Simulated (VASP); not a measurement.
# SiC (Fm-3m) in VASP: settings compared

Aim: see how the results for SiC move with the level of theory and the settings. Levels: PBE, PBE+D3(BJ). Tasks: relaxation of cell and atoms.

Everything below comes from runs of VASP 6.6.1. Logs are shortened: lines on timing, memory, paths and dates and some standing lists are left out, and cuts for length are marked.

**1. The crystal as given**

The structure is cubic, space group Fm-3m (No. 225). Conventional cell: a = 4.239 Å, b = 4.239 Å, c = 4.239 Å, α = 90.00°, β = 90.00°, γ = 90.00°. Si (site symmetry m-3m) has 6 C at 2.12 Å as nearest neighbours. C (site symmetry m-3m) is surrounded by 6 Si at 2.12 Å.

The cell was built by a generator and needn't be a form met in nature.

**2. Relaxation of cell and atoms, PBE**

File INCAR:

```
SYSTEM = SiC
  ALGO = Normal
  EDIFF = 1E-6
  EDIFFG = -0.01
  ENCUT = 600
  GGA = PE
  IBRION = 2
  ISIF = 3
  ISMEAR = 0
  LASPH = .TRUE.
  LCHARG = .FALSE.
  LREAL = .FALSE.
  LWAVE = .FALSE.
  NELM = 80
  NSW = 90
  PREC = Accurate
  SIGMA = 0.03
```

File KPOINTS:

```
k-points
0
G
  12 12 12
  0 0 0
```

File POSCAR:

```
SiC
1.0
    0.0000000000      2.1192710500      2.1192710500
    2.1192710500      0.0000000000      2.1192710500
    2.1192710500      2.1192710500      0.0000000000
Si C
1 1
Direct
    0.0000000000      0.0000000000      0.0000000000
    0.5000000000      0.5000000000      0.5000000000
```

Potentials or basis: VASP PAW PBE potentials, release 64 (Si, C).

Command:

```console
> cat potpaw_PBE.64/Si/POTCAR potpaw_PBE.64/C/POTCAR > POTCAR
> mpirun -np 1 vasp_std > vasp.out
```

OUTCAR:

```text
SYSTEM = SiC
   EDIFF = 1E-6
   EDIFFG = -0.01
   ENCUT = 600
   GGA = PE
   IBRION = 2
   ISIF = 3
   ISMEAR = 0
   LASPH = .TRUE.
   LREAL = .FALSE.
   NELM = 80
   NSW = 90
   PREC = Accurate

 ion  position               nearest neighbor table
   1  0.000  0.000  0.000-   2 2.12   2 2.12   2 2.12   2 2.12   2 2.12   2 2.12
   2  0.500  0.500  0.500-   1 2.12   1 2.12   1 2.12   1 2.12   1 2.12   1 2.12

  LATTYP: Found a face centered cubic cell.
 ALAT       =     4.2385421000

  Lattice vectors:

 A1 = (   0.0000000000,   2.1192710500,   2.1192710500)
 A2 = (   2.1192710500,   0.0000000000,   2.1192710500)
 A3 = (   2.1192710500,   2.1192710500,   0.0000000000)

Analysis of symmetry for initial positions (statically):
=====================================================================
 Subroutine PRICEL returns:
 Original cell was already a primitive cell.

 Routine SETGRP: Setting up the symmetry group for a
 face centered cubic supercell.

 Subroutine GETGRP returns: Found 48 space group operations
 (whereof 48 operations were pure point group operations)
 out of a pool of 48 trial point group operations.

The static configuration has the point symmetry O_h .

Analysis of symmetry for dynamics (positions and initial velocities):
=====================================================================
 Subroutine PRICEL returns:
 Original cell was already a primitive cell.

 Routine SETGRP: Setting up the symmetry group for a
 face centered cubic supercell.

 Subroutine GETGRP returns: Found 48 space group operations
 (whereof 48 operations were pure point group operations)
 out of a pool of 48 trial point group operations.

The dynamic configuration has the point symmetry O_h .

 Subroutine INISYM returns: Found 48 space group operations
 (whereof 48 operations are pure point group operations),
 and found     1 'primitive' translations

----------------------------------------------------------------------------------------

                                     Primitive cell

  volume of cell :      19.0366

  direct lattice vectors                    reciprocal lattice vectors
     0.000000000  2.119271050  2.119271050    -0.235930180  0.235930180  0.235930180
     2.119271050  0.000000000  2.119271050     0.235930180 -0.235930180  0.235930180
     2.119271050  2.119271050  0.000000000     0.235930180  0.235930180 -0.235930180

  length of vectors
[... 92 lines left out ...]
   PSTRESS=    0.0 pullay stress
   NELECT =       8.0000    total number of electrons
   NUPDOWN=      -1.0000    fix difference up-down
   EMIN   =  10.00;   EMAX   =-10.00  energy-range for DOS
   EFERMI =   0.00;   METHOD = LEGACY
   ISMEAR =     0;   SIGMA  =   0.03  broadening in eV -4-tet -1-fermi 0-gaus
   EFERMI_NEDOS =   21; number of points for ismear=-14 and -15
   IALGO  =     38    algorithm
   IMIX   =      4    mixing-type and parameters
     AMIX     =   0.40;   BMIX     =  1.00
     AMIX_MAG =   1.60;   BMIX_MAG =  1.00
  volume/ion in A,a.u.               =       9.52        64.23
  Fermi-wavevector in a.u.,A,eV,Ry     =   1.226239  2.317255 20.458552  1.503661
  Thomas-Fermi vector in A             =   2.361247
   LORBIT       =      0    0 simple, 1 ext, 2 COOP (PROOUT), +10 PAW based schemes
   GGA     = PE    functional components
   LHFCALC =     F    Hartree Fock is set to
   AEXX    =    0.0000 exact exchange contribution
   IVDW    =     0    specifies the selected vdW correction
   LEPSILON=     F    determine dielectric tensor
   LRPA    =     F    only Hartree local field effects (RPA)
 conjugate gradient relaxation of ions
 non-spin polarized calculation
 Gauss-broadening in eV      SIGMA  =   0.03
  energy-cutoff  :      600.00
  volume of cell :       19.04
 maximum number of plane-waves:       650
   NGX = 11   NGY = 11   NGZ = 11

--------------------------------------- Ionic step        1  -------------------------------------------

 number of electron       7.9999999 magnetization

 Free energy of the ion-electron system (eV)
  ---------------------------------------------------
  ext. energy  EPLUGINS =         0.00000000
  ---------------------------------------------------
  free energy    TOTEN  =       -13.38278111 eV

  energy without entropy =      -13.38247541  energy(sigma->0) =      -13.38262826

------------------------ aborting loop because EDIFF is reached ----------------------------------------

  FORCE on cell =-STRESS in cart. coord.  units (eV):
  Direction    XX          YY          ZZ          XY          YZ          ZX
  --------------------------------------------------------------------------------------
  -------------------------------------------------------------------------------------
  Total       -2.8189298     -2.8189298     -2.8189298      0.0000000      0.0000000     -0.0000000
  in kB     -237.2495139   -237.2495139   -237.2495139      0.0000000      0.0000000     -0.0000000
  external PRESSURE =    -237.2495139 kB  Pullay stress =       0.0000000 kB
[... 59 lines left out ...]
--------------------------------------- Ionic step        3  -------------------------------------------

 number of electron       8.0000000 magnetization

 Free energy of the ion-electron system (eV)
  ---------------------------------------------------
  ext. energy  EPLUGINS =         0.00000000
  ---------------------------------------------------
  free energy    TOTEN  =       -13.58221791 eV

  energy without entropy =      -13.58202334  energy(sigma->0) =      -13.58212063

 E-fermi :  12.2699     XC(G=0): -12.6685

 val. band max:       12.1971202365   @ k =   0.0833   0.0000   0.0000
 cond. band min:      12.2848333521   @ k =  -0.1667   0.0833   0.0000
 fundamental gap:      0.0877131156
 Fermi energy:        12.2698784717

 k-point     1 :       0.0000    0.0000    0.0000
  band No.  band energies     occupation
      1      -6.0928      2.00000
      2      12.2999      0.15666
      3      12.2999      0.15666
      4      12.2999      0.15666
      5      19.6564      0.00000
      6      21.2443      0.00000
      7      21.2443      0.00000
      8      21.2443      0.00000
[... 243 lines left out ...]
 k-point    24 :      -0.4167    0.1667    0.0000
  band No.  band energies     occupation
      1      -0.6257      2.00000
      2       1.6303      2.00000
      3       8.3358      2.00000
      4      10.4670      2.00000
      5      15.7772      0.00000
      6      19.0911      0.00000
      7      20.4252      0.00000
      8      24.8813      0.00000

 [... further k-points ...]
[... 5 lines left out ...]
  --------------------------------------------------------------------------------------
  -------------------------------------------------------------------------------------
  Total        0.0055722      0.0055722      0.0055722     -0.0000000      0.0000000     -0.0000000
  in kB        0.5346571      0.5346571      0.5346571     -0.0000000      0.0000000     -0.0000000
  external PRESSURE =       0.5346571 kB  Pullay stress =       0.0000000 kB
[... 17 lines left out ...]
  FREE ENERGIE OF THE ION-ELECTRON SYSTEM (eV)
  ---------------------------------------------------
  free  energy   TOTEN  =       -13.5822179136 eV

  energy  without entropy=      -13.5820233405  energy(sigma->0) =      -13.58212063

 reached required accuracy - stopping structural energy minimisation
```

It took 13 s on 1 thread of AMD EPYC 9R45 (Zen 5), shared host; peak memory 0.11 GiB.

Results:

- Free energy: -13.5822 eV
- Relaxed volume: 8.35 Å³/atom
- Relaxed cell: a = 2.869 Å, b = 2.869 Å, c = 2.869 Å, α = 60.00°, β = 60.00°, γ = 60.00°
- Space group after relaxing (to 0.05 Å): Fm-3m (No. 225)
- Energy gained by relaxing: 99.7 meV/atom
- Ionic steps: 3
- Pressure after relaxing: 0.1 GPa
- Band gap on the k mesh: none (metal or under the smearing width)

Step by step:
```csv
step,energy change (eV),largest force (eV/Å),pressure (GPa),volume (Å³)
1,0.0000,0.0000,-23.72,19.04
2,-0.1120,0.0000,23.03,15.41
3,-0.1994,0.0000,0.05,16.70
```

Final structure:
```
Si C
1.0
     0.00000    2.02866    2.02866
     2.02866    0.00000    2.02866
     2.02866    2.02866    0.00000
Si C
1 1
Cartesian
  0.0000 0.0000 0.0000
  2.0287 2.0287 2.0287
```

**3. Relaxation of cell and atoms, PBE**

This run uses another cell than the first one, of 8.35 Å³/atom, 0.877 times its volume.

Changes to INCAR since step 2:

```diff
@@ -2,4 +2,4 @@
   ALGO = Normal
-  EDIFF = 1E-6
-  EDIFFG = -0.01
+  EDIFF = 1E-7
+  EDIFFG = -0.005
   ENCUT = 600
```

KPOINTS is that of step 2.

File POSCAR:

```
SiC                                     
1.0
    0.0000000000      2.0286613680      2.0286613680
    2.0286613680      0.0000000000      2.0286613680
    2.0286613680      2.0286613680      0.0000000000
  Si              C             
     1     1
Direct
     0.0000000000000000    0.0000000000000000    0.0000000000000000
     0.5000000000000000    0.5000000000000000    0.5000000000000000
```

Potentials or basis: VASP PAW PBE potentials, release 64 (Si, C).

Command:

```console
> cat potpaw_PBE.64/Si/POTCAR potpaw_PBE.64/C/POTCAR > POTCAR
> mpirun -np 1 vasp_std > vasp.out
```

OUTCAR:

```text
SYSTEM = SiC
   EDIFF = 1E-7
   EDIFFG = -0.005
   ENCUT = 600
   GGA = PE
   IBRION = 2
   ISIF = 3
   ISMEAR = 0
   LASPH = .TRUE.
   LREAL = .FALSE.
   NELM = 80
   NSW = 90
   PREC = Accurate

 ion  position               nearest neighbor table
   1  0.000  0.000  0.000-   2 2.03   2 2.03   2 2.03   2 2.03   2 2.03   2 2.03
   2  0.500  0.500  0.500-   1 2.03   1 2.03   1 2.03   1 2.03   1 2.03   1 2.03

  LATTYP: Found a face centered cubic cell.
 ALAT       =     4.0573227360

  Lattice vectors:

 A1 = (   0.0000000000,   2.0286613680,   2.0286613680)
 A2 = (   2.0286613680,   0.0000000000,   2.0286613680)
 A3 = (   2.0286613680,   2.0286613680,   0.0000000000)

Analysis of symmetry for initial positions (statically):
=====================================================================
 Subroutine PRICEL returns:
[... 255 lines left out ...]

 E-fermi :  12.2645     XC(G=0): -12.6667

 val. band max:       12.1915281654   @ k =   0.0833   0.0000   0.0000
 cond. band min:      12.2794717086   @ k =  -0.1667   0.0833   0.0000
 fundamental gap:      0.0879435432
 Fermi energy:        12.2644934686

 k-point     1 :       0.0000    0.0000    0.0000
  band No.  band energies     occupation
      1      -6.0942      2.00000
      2      12.2942      0.16203
      3      12.2942      0.16203
      4      12.2942      0.16202
      5      19.6433      0.00000
      6      21.2376      0.00000
      7      21.2376      0.00000
      8      21.2376      0.00000
[... 243 lines left out ...]
 k-point    24 :      -0.4167    0.1667    0.0000
  band No.  band energies     occupation
      1      -0.6286      2.00000
      2       1.6274      2.00000
      3       8.3315      2.00000
      4      10.4623      2.00000
      5      15.7690      0.00000
      6      19.0824      0.00000
      7      20.4162      0.00000
      8      24.8696      0.00000

 [... further k-points ...]
[... 5 lines left out ...]
  --------------------------------------------------------------------------------------
  -------------------------------------------------------------------------------------
  Total        0.0005281      0.0005281      0.0005281     -0.0000000     -0.0000000     -0.0000000
  in kB        0.0506509      0.0506509      0.0506509     -0.0000000     -0.0000000     -0.0000000
  external PRESSURE =       0.0506509 kB  Pullay stress =       0.0000000 kB
[... 17 lines left out ...]
  FREE ENERGIE OF THE ION-ELECTRON SYSTEM (eV)
  ---------------------------------------------------
  free  energy   TOTEN  =       -13.5790713732 eV

  energy  without entropy=      -13.5788766784  energy(sigma->0) =      -13.57897403

 reached required accuracy - stopping structural energy minimisation
```

CONTCAR:

```text
SiC
   1.00000000000000
    -0.0000000000000000    2.0289453823947654    2.0289453823947654
     2.0289453823947654    0.0000000000000000    2.0289453823947654
     2.0289453823947654    2.0289453823947654    0.0000000000000000
  Si              C
     1     1
Direct
     0.0000000000000000    0.0000000000000000    0.0000000000000000
     0.5000000000000000    0.5000000000000000    0.5000000000000000

  0.00000000E+00  0.00000000E+00  0.00000000E+00
  0.00000000E+00  0.00000000E+00  0.00000000E+00
```

Run time: 10 s. Hardware: 1 thread of AMD EPYC 9R45 (Zen 5), shared host; peak memory 0.11 GiB.

Results:

```yaml
Free_energy: -13.5791 eV
Relaxed_volume: 8.35 Å³/atom
Relaxed_cell: a = 2.869 Å, b = 2.869 Å, c = 2.869 Å, α = 60.00°, β = 60.00°, γ = 60.00°
Space_group_after_relaxing_to_0.05_Å: Fm-3m (No. 225)
Energy_gained_by_relaxing: 0.0 meV/atom
Ionic_steps: 3
Pressure_after_relaxing: 0.0 GPa
Band_gap_on_the_k_mesh: none (metal or under the smearing width)
```

Final structure:
```
Si C
1.0
     0.00000    2.02895    2.02895
     2.02895    0.00000    2.02895
     2.02895    2.02895    0.00000
Si C
1 1
Cartesian
  0.0000 0.0000 0.0000
  2.0289 2.0289 2.0289
```

**4. Relaxation of cell and atoms, PBE+D3(BJ)**

File INCAR:

```
SYSTEM = SiC
PREC = Accurate ; ENCUT = 600
EDIFF = 1E-6 ; ISMEAR = 0
SIGMA = 0.03 ; LREAL = .FALSE.
LASPH = .TRUE. ; NELM = 80
ALGO = Normal ; ISIF = 3
LWAVE = .FALSE. ; LCHARG = .FALSE.
GGA = PE ; IVDW = 12
IBRION = 2 ; NSW = 90
EDIFFG = -0.01
```

File KPOINTS:

```
Automatic mesh
0
G
  12 12 12
  0 0 0
```

File POSCAR:

```
SiC
1.0
    0.0000000000      2.1192710500      2.1192710500
    2.1192710500      0.0000000000      2.1192710500
    2.1192710500      2.1192710500      0.0000000000
Si C
1 1
Direct
    0.0000000000      0.0000000000      0.0000000000
    0.5000000000      0.5000000000      0.5000000000
```

Command:

```console
> cat potpaw_PBE.64/Si/POTCAR potpaw_PBE.64/C/POTCAR > POTCAR
> mpirun -np 1 vasp_std > vasp.out
```

Run time: 30 s. Hardware: 1 thread of Intel Xeon 6975P-C (Granite Rapids), shared host; peak memory 0.15 GiB.

It converged, with:

- Free energy: -14.3343 eV
- Relaxed volume: 8.13 Å³/atom
- Relaxed cell: a = 2.843 Å, b = 2.843 Å, c = 2.843 Å, α = 60.00°, β = 60.00°, γ = 60.00°
- Space group after relaxing (to 0.05 Å): Fm-3m (No. 225)
- Energy gained by relaxing: 151.4 meV/atom
- Ionic steps: 16
- Pressure after relaxing: -0.1 GPa
- Band gap on the k mesh: none (metal or under the smearing width)
- Dispersion energy per atom: -0.381 eV

The path:
| step | energy change (eV) | largest force (eV/Å) | pressure (GPa) | volume (Å³) |
| --- | --- | --- | --- | --- |
| 1 | 0.0000 | 0.0000 | -29.27 | 19.04 |
| 2 | -0.1555 | 0.0000 | 33.28 | 14.64 |
| 3 | -0.3028 | 0.0000 | 0.51 | 16.22 |
| 4 | -0.3028 | 0.0000 | -0.41 | 16.27 |
| 5 | -0.3028 | 0.0000 | -0.40 | 16.27 |
| 6 | -0.3028 | 0.0000 | -0.38 | 16.27 |
| 7 | -0.3028 | 0.0000 | -0.37 | 16.27 |
| 8 | -0.3028 | 0.0000 | -0.37 | 16.27 |
| 9 | -0.3028 | 0.0000 | -0.37 | 16.27 |
| 10 | -0.3028 | 0.0000 | -0.37 | 16.27 |
| 11 | -0.3028 | 0.0000 | -0.37 | 16.27 |
| 12 | -0.3028 | 0.0000 | -0.36 | 16.27 |
| 13 | -0.3028 | 0.0000 | -0.34 | 16.27 |
| 14 | -0.3028 | 0.0000 | -0.31 | 16.26 |
| 15 | -0.3028 | 0.0000 | -0.24 | 16.26 |
| 16 | -0.3028 | 0.0000 | -0.10 | 16.25 |

Final structure:
```cif
data_structure
_symmetry_space_group_name_H-M 'P 1'
_symmetry_Int_Tables_number 1
_cell_length_a 2.8432
_cell_length_b 2.8432
_cell_length_c 2.8432
_cell_angle_alpha 60.000
_cell_angle_beta 60.000
_cell_angle_gamma 60.000
_cell_volume 16.25
loop_
_atom_site_label
_atom_site_type_symbol
_atom_site_fract_x
_atom_site_fract_y
_atom_site_fract_z
_atom_site_occupancy
Si1 Si 0.00000 0.00000 0.00000 1
C1 C 0.50000 0.50000 0.50000 1
```

Levels at points of the mesh, in eV from the Fermi level:
| k point | band 1 | band 2 | band 3 | band 4 | band 5 | band 6 | band 7 | band 8 |
| --- | --- | --- | --- | --- | --- | --- | --- | --- |
| (0.00, 0.00, 0.00) | -18.65 | 0.05 | 0.05 | 0.05 | 7.90 | 9.01 | 9.01 | 9.01 |
| (0.50, 0.00, 0.00) | -13.40 | -11.65 | -1.05 | -1.05 | 5.42 | 5.42 | 6.10 | 9.90 |
| (0.50, 0.50, 0.00) | -11.58 | -9.94 | -4.33 | -4.33 | -0.74 | 2.50 | 15.19 | 15.19 |

Caveat: pairwise dispersion overbinds metals, which lowers pressure and volume.

**5. Relaxation of cell and atoms, PBE+D3(BJ)**

This run uses another cell than the first one, of 8.13 Å³/atom, 0.854 times its volume.

File INCAR:

```
SYSTEM = SiC
PREC = Accurate ; ENCUT = 600
EDIFF = 1E-7 ; ISMEAR = 0
SIGMA = 0.03 ; LREAL = .FALSE.
LASPH = .TRUE. ; NELM = 80
ALGO = Normal ; ISIF = 3
LWAVE = .FALSE. ; LCHARG = .FALSE.
GGA = PE ; IVDW = 12
IBRION = 2 ; NSW = 90
EDIFFG = -0.005
```

KPOINTS is that of step 4.

File POSCAR:

```
SiC                                     
1.0
    0.0000000000      2.0104273647      2.0104273647
    2.0104273647     -0.0000000000      2.0104273647
    2.0104273647      2.0104273647      0.0000000000
  Si              C             
     1     1
Direct
     0.0000000000000000    0.0000000000000000    0.0000000000000000
     0.5000000000000000    0.5000000000000000    0.5000000000000000
```

Command:

```console
> cat potpaw_PBE.64/Si/POTCAR potpaw_PBE.64/C/POTCAR > POTCAR
> mpirun -np 1 vasp_std > vasp.out
```

Run time: 5.4 s. Hardware: 1 thread of Intel Xeon 6975P-C (Granite Rapids), shared host; peak memory 0.14 GiB.

It converged, with:

```
Free energy                : -14.3303 eV
Pressure after relaxing    : 0.0 GPa
Band gap on the k mesh     : none (metal or under the smearing width)
Dispersion energy per atom : -0.381 eV
```

Final structure:
```
CELL_PARAMETERS angstrom
0.00000 2.01043 2.01043
2.01043 0.00000 2.01043
2.01043 2.01043 0.00000
ATOMIC_POSITIONS crystal
Si 0.00000 0.00000 0.00000
C 0.50000 0.50000 0.50000
```

Levels at points of the mesh, in eV from the Fermi level:
```tsv
k point	band 1	band 2	band 3	band 4	band 5	band 6	band 7	band 8
(0.00, 0.00, 0.00)	-18.65	0.05	0.05	0.05	7.90	9.01	9.01	9.01
(0.50, 0.00, 0.00)	-13.40	-11.65	-1.05	-1.05	5.42	5.42	6.10	9.90
(0.50, 0.50, 0.00)	-11.58	-9.94	-4.33	-4.33	-0.74	2.50	15.19	15.41
```

Caveat: the relaxation stopped at its first step, so nothing moved; pairwise dispersion overbinds metals, which lowers pressure and volume.
